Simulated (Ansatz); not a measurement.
## Structure relaxation of TiB2

Level of theory: DFT PBE, scalar-relativistic, plane waves, PAW (Ansatz). Cutoff 420 eV, Γ-centred k mesh, Gaussian smearing, no spin polarisation in the final step.

TiB2 was placed on the ThSi2 structure type (I4_1/amd, No. 141), with Ti in place of Th, B in place of Si, at a guessed volume.

```
Ti B
1.0
    -1.54773    1.54773    5.38140
     1.54773   -1.54773    5.38140
     1.54773    1.54773   -5.38140
Ti B
2 4
Direct
  0.00000 0.00000 0.00000
  0.75000 0.25000 0.50000
  0.41650 0.41650 0.00000
  0.16650 0.66650 0.50000
  0.33350 0.83350 0.50000
  0.58350 0.58350 0.00000
```

Cell and atoms relax at zero pressure; the relaxation can't lower the symmetry of the start.

Formation energies are uncorrected and refer to the elements' standard structures at the same level.

(1) What does it relax into?

(2) What are its volume, energy, density and gap?

## Answers

(1) It keeps I4_1/amd (No. 141). The result has the ThSi2 structure. Conventional cell: a = 3.111 Å, c = 10.542 Å. Around Ti lie 12 B at 2.35–2.37 Å; B is coordinated by 3 B at 1.75–1.79 Å.

```xyz
6
Lattice="-1.5555 1.5555 5.2712 1.5555 -1.5555 5.2712 1.5555 1.5555 -5.2712" Properties=species:S:1:pos:R:3 pbc="T T T"
Ti    0.0000    0.0000    0.0000
Ti    0.0000    1.5555    2.6356
B     0.0000    0.0000    4.3960
B     1.5555    0.0000    1.7604
B     1.5555    0.0000    3.5109
B     0.0000    0.0000    6.1465
```

(2) The volume per atom is 8.50 Å³, the density is 4.52 g/cm³ and the energy over the elements is -1.05 eV/atom. The gap on the 16×16×16 mesh is 0 eV (a metal).

The final run used a 16×16×16 mesh on its 6-atom cell and 0.10 eV smearing. For metals, differences of a few meV/atom aren't resolved. Symmetry constrained the relaxation, so the result can be a saddle point.

Cost: 2 runs of about 1.2 core-minutes in all, on Intel Xeon 6975P-C (Granite Rapids) (shared hosts).